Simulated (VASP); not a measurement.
Here is a VASP 6.6.1 calculation.

The input POSCAR:

```
WS2
1.0
    3.1810105369      0.0000000000      0.0000000000
   -1.5905052685      2.7548359347      0.0000000000
    0.0000000000      0.0000000000     30.0800000023
S W
2 1
Direct
    0.6666666667      0.3333333333      0.2330734224
    0.6666666667      0.3333333333      0.3367404074
    0.3333333333      0.6666666667      0.2849069149
```

File INCAR.step1:

```
SYSTEM = WS2
PREC = Accurate ; ENCUT = 520
ISMEAR = 0 ; SIGMA = 0.03
LREAL = .False. ; LASPH = .True.
NELM = 100 ; LDIPOL = .True.
IDIPOL = 3 ; DIPOL = 0.5 0.5 0.285
NBANDS = 20 ; GGA = PE
ALGO = Normal ; EDIFF = 1E-4
LWAVE = .True. ; LCHARG = .False.
```

Contents of INCAR.step2:

```
SYSTEM = WS2
PREC = Accurate ; ENCUT = 520
EDIFF = 1E-6 ; ISMEAR = 0
SIGMA = 0.03 ; LREAL = .False.
LASPH = .True. ; NELM = 100
ALGO = Normal ; ISIF = 2
LWAVE = .False. ; LCHARG = .False.
LDIPOL = .True. ; IDIPOL = 3
DIPOL = 0.5 0.5 0.285 ; METAGGA = R2SCAN
LMIXTAU = .True. ; NBANDS = 20
ISTART = 1
```

Contents of KPOINTS:

```
Automatic mesh
0
Gamma
  12 12 1
  0 0 0
```

Potentials or basis: VASP PAW PBE potentials, release 64 (S, W_sv).

Command:

```bash
$ cat potpaw_PBE.64/S/POTCAR potpaw_PBE.64/W_sv/POTCAR > POTCAR
$ cp INCAR.step1 INCAR
$ mpirun -np 1 vasp_std > vasp.out
$ cp INCAR.step2 INCAR
$ mpirun -np 1 vasp_std > vasp.out
```

(1) What does it give for the largest force?

(2) What does it give for the band gap on the k mesh?

Results:

(1) 0.022 eV/Å.

(2) 1.91 eV, indirect (least direct gap 1.93 eV).

Caveat: the PAW data sets were made with another functional, which shifts forces and pressure a little; spin-orbit coupling is left out, which moves the levels of the heavy elements.
